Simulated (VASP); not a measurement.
# Ba (Im-3m) in VASP: notebook, part 2 of 2

VASP 6.6.1. The steps go on from the part before.

### 3 Relaxation of cell and atoms, PBE

This run uses another cell than the first one, of 63.73 Å³/atom, 1.012 times its volume.

Input file INCAR:

```
SYSTEM = Ba
PREC     = Accurate       ! precision mode
ENCUT    = 520            ! plane-wave cutoff, eV
EDIFF    = 1E-7           ! SCF threshold, eV
ISMEAR   = 0              ! smearing method
SIGMA    = 0.1            ! smearing width, eV
LREAL    = .False.        ! projectors in reciprocal space
LASPH    = .True.         ! aspherical terms in the spheres
NELM     = 120            ! most SCF steps
ALGO     = Normal         ! electronic algorithm
ISIF     = 3              ! what is computed and relaxed
LWAVE    = .False.        ! write WAVECAR
LCHARG   = .False.        ! write CHGCAR
GGA      = PE             ! functional
IBRION   = 2              ! ionic algorithm
NSW      = 60             ! ionic steps
EDIFFG   = -0.005         ! ionic threshold
POTIM    = 0.3            ! step
```

Input file KPOINTS:

```
Automatic mesh
0
Gamma
  12 12 12
  0 0 0
```

Input file POSCAR:

```
Ba                                      
1.0
   -2.5163146434      2.5163146434      2.5163146434
    2.5163146434     -2.5163146434      2.5163146434
    2.5163146434      2.5163146434     -2.5163146434
  Ba            
     1
Direct
     0.0000000000000000    0.0000000000000000    0.0000000000000000
```

Potentials or basis: VASP PAW PBE potentials, release 64 (Ba_sv).

Command:

```
$ cat potpaw_PBE.64/Ba_sv/POTCAR > POTCAR
$ mpirun -np 1 vasp_std > vasp.out
```

OUTCAR:

```text
SYSTEM = Ba
   PREC = Accurate
   ENCUT = 520
   EDIFF = 1E-7
   ISMEAR = 0
   LREAL = .False.
   LASPH = .True.
   NELM = 120
   ISIF = 3
   GGA = PE
   IBRION = 2
   NSW = 60
   EDIFFG = -0.005
   POTIM = 0.3

 ion  position               nearest neighbor table
   1  0.000  0.000  0.000-

  LATTYP: Found a body centered cubic cell.
 ALAT       =     5.0326292868

  Lattice vectors:

 A1 = (  -2.5163146434,   2.5163146434,   2.5163146434)
 A2 = (   2.5163146434,  -2.5163146434,   2.5163146434)
 A3 = (   2.5163146434,   2.5163146434,  -2.5163146434)

Analysis of symmetry for initial positions (statically):
=====================================================================
 Subroutine PRICEL returns:
 Original cell was already a primitive cell.

 Routine SETGRP: Setting up the symmetry group for a
 body centered cubic supercell.

 Subroutine GETGRP returns: Found 48 space group operations
 (whereof 48 operations were pure point group operations)
 out of a pool of 48 trial point group operations.

The static configuration has the point symmetry O_h .

Analysis of symmetry for dynamics (positions and initial velocities):
=====================================================================
 Subroutine PRICEL returns:
 Original cell was already a primitive cell.

 Routine SETGRP: Setting up the symmetry group for a
 body centered cubic supercell.

 Subroutine GETGRP returns: Found 48 space group operations
 (whereof 48 operations were pure point group operations)
 out of a pool of 48 trial point group operations.

The dynamic configuration has the point symmetry O_h .

 Subroutine INISYM returns: Found 48 space group operations
[... 168 lines left out ...]
      0.00000      0.00000      0.00000         0.000000      0.000000     -0.000000
 -----------------------------------------------------------------------------------
    total drift:                               -0.000000      0.000000      0.000000

  FREE ENERGIE OF THE ION-ELECTRON SYSTEM (eV)
  ---------------------------------------------------
  free  energy   TOTEN  =        -1.9109420610 eV

  energy  without entropy=       -1.9047027955  energy(sigma->0) =       -1.90782243

--------------------------------------- Ionic step        2  -------------------------------------------

 number of electron      10.0000001 magnetization

 Free energy of the ion-electron system (eV)
  ---------------------------------------------------
  ext. energy  EPLUGINS =         0.00000000
  ---------------------------------------------------
  free energy    TOTEN  =        -1.91094287 eV

  energy without entropy =       -1.90470058  energy(sigma->0) =       -1.90782172

 E-fermi :   1.6067     XC(G=0):  -7.3739

 val. band max:        1.5927089579   @ k =  -0.4167   0.5000   0.2500
 cond. band min:       1.6394610382   @ k =  -0.4167  -0.4167   0.1667
 fundamental gap:      0.0467520802
 Fermi energy:         1.6066832355

 k-point     1 :       0.0000    0.0000    0.0000
  band No.  band energies     occupation
      1     -27.2941      2.00000
      2     -12.2497      2.00000
      3     -12.2497      2.00000
      4     -12.2497      2.00000
      5      -1.1347      2.00000
      6       3.4279      0.00000
      7       3.4279      0.00000
      8       3.4279      0.00000
      9       4.8143      0.00000
[... 265 lines left out ...]
 k-point    24 :       0.4167    0.0833    0.0833
  band No.  band energies     occupation
      1     -27.2521      2.00000
      2     -12.6636      2.00000
      3     -12.4127      2.00000
      4     -12.2819      2.00000
      5       0.9949      2.00000
      6       2.2135      0.00000
      7       2.6656      0.00000
      8       4.9053      0.00000
      9       5.3776      0.00000

 [... further k-points ...]

------------------------ aborting loop because EDIFF is reached ----------------------------------------

  FORCE on cell =-STRESS in cart. coord.  units (eV):
  Direction    XX          YY          ZZ          XY          YZ          ZX
  --------------------------------------------------------------------------------------
  -------------------------------------------------------------------------------------
  Total       -0.0020717     -0.0020717     -0.0020717     -0.0000000      0.0000000      0.0000000
  in kB       -0.0521087     -0.0521087     -0.0521087     -0.0000000      0.0000000      0.0000000
  external PRESSURE =      -0.0521087 kB  Pullay stress =       0.0000000 kB

 VOLUME and BASIS-vectors are now :
 -----------------------------------------------------------------------------
  energy-cutoff  :      520.00
  volume of cell :       63.70
      direct lattice vectors                 reciprocal lattice vectors
    -2.515891691  2.515891691  2.515891691     0.000000000  0.198736695  0.198736695
     2.515891691 -2.515891691  2.515891691     0.198736695  0.000000000  0.198736695
     2.515891691  2.515891691 -2.515891691     0.198736695  0.198736695  0.000000000

 POSITION                                       TOTAL-FORCE (eV/Angst)
 -----------------------------------------------------------------------------------
      0.00000      0.00000      5.03178        -0.000000      0.000000      0.000000
 -----------------------------------------------------------------------------------
    total drift:                               -0.000000      0.000000      0.000000

  FREE ENERGIE OF THE ION-ELECTRON SYSTEM (eV)
  ---------------------------------------------------
  free  energy   TOTEN  =        -1.9109428653 eV

  energy  without entropy=       -1.9047005782  energy(sigma->0) =       -1.90782172

 reached required accuracy - stopping structural energy minimisation
```

OSZICAR:

```text
N       E                     dE             d eps       ncg     rms          rms(c)
DAV:   1     0.581942814860E+02    0.58194E+02   -0.42941E+03  1296   0.913E+02
DAV:   2     0.514474756819E+00   -0.57680E+02   -0.56859E+02  1555   0.151E+02
DAV:   3    -0.186900636256E+01   -0.23835E+01   -0.23717E+01  1737   0.355E+01
DAV:   4    -0.190990053324E+01   -0.40894E-01   -0.40846E-01  1966   0.400E+00
DAV:   5    -0.191028128307E+01   -0.38075E-03   -0.38067E-03  1883   0.249E-01    0.160E+00
DAV:   6    -0.191014209853E+01    0.13918E-03   -0.26448E-03  1782   0.625E-01    0.954E-01
DAV:   7    -0.191075065859E+01   -0.60856E-03   -0.66430E-03  1500   0.106E+00    0.431E-02
DAV:   8    -0.191093199292E+01   -0.18133E-03   -0.33651E-04  2114   0.124E-01    0.262E-02
DAV:   9    -0.191094018536E+01   -0.81924E-05   -0.78896E-06  1682   0.298E-02    0.816E-03
DAV:  10    -0.191094209084E+01   -0.19055E-05   -0.50688E-06  1824   0.179E-02    0.188E-03
DAV:  11    -0.191094206101E+01    0.29835E-07   -0.50314E-07  1828   0.769E-03
   1 F= -.19109421E+01 E0= -.19078224E+01  d E =-.191094E+01
       N       E                     dE             d eps       ncg     rms          rms(c)
DAV:   1    -0.191095894447E+01   -0.16854E-04   -0.44825E-04  1353   0.172E-01    0.170E-02
DAV:   2    -0.191094636150E+01    0.12583E-04   -0.22201E-05  1405   0.467E-02    0.805E-03
DAV:   3    -0.191094276610E+01    0.35954E-05   -0.21231E-05  1898   0.316E-02    0.265E-03
DAV:   4    -0.191094286534E+01   -0.99235E-07   -0.97670E-08  1129   0.320E-03
   2 F= -.19109429E+01 E0= -.19078217E+01  d E =-.804334E-06
```

It took 26 s on 1 thread of Intel Xeon Platinum 8488C (Sapphire Rapids), shared host; peak memory 0.2 GiB.

Results:

| Item | Value |
| --- | --- |
| Free energy | -1.9109 eV |
| Relaxed volume | 63.70 Å³/atom |
| Relaxed cell | a = 4.358 Å, b = 4.358 Å, c = 4.358 Å, α = 109.47°, β = 109.47°, γ = 109.47° |
| Space group after relaxing (to 0.05 Å) | Im-3m (No. 229) |
| Energy gained by relaxing | 0.0 meV/atom |
| Ionic steps | 2 |
| Pressure after relaxing | 0.0 GPa |
| Band gap on the k mesh | none (metal or under the smearing width) |

Final structure:
```
Ba
1.0
    -2.51589    2.51589    2.51589
     2.51589   -2.51589    2.51589
     2.51589    2.51589   -2.51589
Ba
1
Cartesian
  0.0000 0.0000 5.0318
```

The run has no spin-orbit coupling, so splittings on Ba are missing.
